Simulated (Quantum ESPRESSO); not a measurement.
**Pt: zone-centre phonons under several settings**

```
Pt
1.0
     2.76067    0.00000    0.00000
    -1.38033    2.39081    0.00000
     0.00000    0.00000    4.79213
Pt
2
Direct
  0.33333 0.66667 0.25000
  0.66667 0.33333 0.75000
```

This isn't the form of Pt at room conditions, which is fcc.

All runs used Quantum ESPRESSO 7.5; k mesh 11 × 11 × 6; relaxed cell; no spin polarisation.

| level | potentials | cutoff (eV) | occupations | volume (Å³/atom) | pressure (GPa) | lowest optical mode without the field (cm⁻¹) | highest optical mode without the field (cm⁻¹) |
| --- | --- | --- | --- | --- | --- | --- | --- |
| PBEsol | GBRV 1.5 PBEsol | 612 | gaussian, width 0.272 eV | ? | -0.2 | ? | ? |
| PBE | GBRV 1.5 PBE | 612 | cold, width 0.2 eV | 15.69 | 0.0 | 40i | 171 |
| LDA | JTH 2.0 LDA | 707 | cold, width 0.2 eV | 14.87 | 0.0 | 29i | 190 |

Problem. What stands in the row left open?

Solution. Volume 15.10 Å³/atom; lowest optical mode without the field 25 cm⁻¹; highest optical mode without the field 183 cm⁻¹.

Values marked i are imaginary: the cell is unstable against those modes at that level, or the meshes are too thin.

Caveats: the mesh is thin for the phonons of a metal; some modes are imaginary (some runs).

For the row left open. Caveat: the mesh is thin for the phonons of a metal.

The runs don't all hold the same shells in valence.
